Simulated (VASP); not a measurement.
Input of a VASP 6.6.1 run:

INCAR

```
SYSTEM = As
ALGO = Normal
BPARAM = 15.7
CPARAM = 0.0093
EDIFF = 1E-7
ENCUT = 520
ISIF = 2
ISMEAR = 0
IVDW_NL = 2
LASPH = .True.
LCHARG = .True.
LELF = .True.
LMIXTAU = .True.
LORBIT = 10
LREAL = .False.
LUSE_VDW = .True.
LVHAR = .True.
LWAVE = .False.
METAGGA = SCAN
NELM = 60
PREC = Accurate
SIGMA = 0.05
```

Contents of KPOINTS:

```
k-points
0
Gamma
  9 9 9
  0 0 0
```

File POSCAR:

```
As
1.0
    1.8807968987      1.0858785957      3.5140619945
   -1.8807968987      1.0858785957      3.5140619945
    0.0000000000     -2.1717571915      3.5140619945
As
2
Cartesian
   -0.0605372098     -0.0817134502      2.2544710710
   -0.0216103564      0.0624119581      8.1093938366
```

Potentials or basis: VASP PAW PBE potentials, release 64 (As).

The run is started by

```sh
$ cat potpaw_PBE.64/As/POTCAR > POTCAR
$ mpirun -np 1 vasp_std > vasp.out
```

**Question.** What does it give for the pressure?

**Answer.** 3.5 GPa.

**Question.** What does it give for the largest force?

**Answer.** 1.629 eV/Å.

**Question.** What does it give for the band gap on the k mesh?

**Answer.** None (metal or under the smearing width).

Stress tensor (GPa, compression positive):
```
 1.01 -0.27  0.95
-0.27  5.99  4.74
 0.95  4.74  3.56
```

Caveat: the PAW data sets were made with another functional, which shifts forces and pressure a little; pairwise dispersion overbinds metals, which lowers pressure and volume.
